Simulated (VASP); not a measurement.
AlRu:

```
Ru Al
1.0
     2.99160    0.00000    0.00000
     0.00000    2.99160    0.00000
     0.00000    0.00000    2.99160
Ru Al
1 1
Direct
  0.50000 0.50000 0.50000
  0.00000 0.00000 0.00000
```

```yaml
Program: VASP 6.6.1
Task: relaxation of cell and atoms
Functional: PBE
Dispersion: D3(BJ)
Potentials_or_basis: VASP PAW PBE potentials, release 64 (Ru_pv, Al)
Cutoff: 600 eV
k_mesh: 8 × 8 × 8
Occupations: fermi-dirac, width 0.05 eV
Spin: no spin polarisation
```

At the start: pressure -3.5 GPa; volume 13.39 Å³/atom.

Question: How do energy, volume and symmetry change on relaxing?

Answer: Over 3 steps the energy falls by 2.5 meV/atom and the volume is 13.16 Å³/atom (-1.7 %); space group Pm-3m (No. 221, to 0.05 Å).

The path:
```csv
step,energy change (eV),largest force (eV/Å),pressure (GPa),volume (Å³)
1,0.0000,0.0000,-3.48,26.77
2,0.0068,0.0000,6.04,25.66
3,-0.0051,0.0000,0.01,26.32
```

Final structure:
```
Ru Al
1.0
     2.97466    0.00000    0.00000
     0.00000    2.97466    0.00000
     0.00000    0.00000    2.97466
Ru Al
1 1
Cartesian
  1.4873 1.4873 1.4873
  0.0000 0.0000 0.0000
```

Caveat: pairwise dispersion overbinds metals, which lowers pressure and volume.
